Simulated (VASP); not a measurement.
Here is a VASP 6.6.1 calculation.

File INCAR:

```
SYSTEM = Be
PREC = Accurate
ENCUT = 600
EDIFF = 1E-6
ISMEAR = 1
SIGMA = 0.1
LREAL = .False.
LASPH = .True.
NELM = 80
ALGO = Normal
ISIF = 3
LWAVE = .False.
LCHARG = .False.
METAGGA = R2SCAN
LMIXTAU = .True.
IBRION = 2
NSW = 90
EDIFFG = -0.01
PSTRESS = 212.0
```

File KPOINTS:

```
Automatic mesh
0
Gamma
  18 18 10
  0 0 0
```

POSCAR

```
Be
1.0
    2.2853000000      0.0000000000      0.0000000000
   -1.1426500000      1.9791278553      0.0000000000
    0.0000000000      0.0000000000      3.5842000000
Be
2
Direct
    0.3333333333      0.6666666667      0.2500000000
    0.6666666667      0.3333333333      0.7500000000
```

Potentials or basis: VASP PAW PBE potentials, release 64 (Be).

Launch:

```bash
$ cat potpaw_PBE.64/Be/POTCAR > POTCAR
$ mpirun -np 1 vasp_std > vasp.out
```

Task: Predict the band gap on the k mesh.

Result: None (metal or under the smearing width).

Task: What does it give for the space group after relaxing (to 0.05 Å)?

Result: P6_3/mmc (No. 194).

Final structure:
```xyz
2
Lattice="2.1564 0.0000 0.0000 -1.0782 1.8675 0.0000 0.0000 0.0000 3.4286" Properties=species:S:1:pos:R:3 pbc="T T T"
Be    0.0000    1.2450    0.8571
Be    1.0782    0.6225    2.5714
```
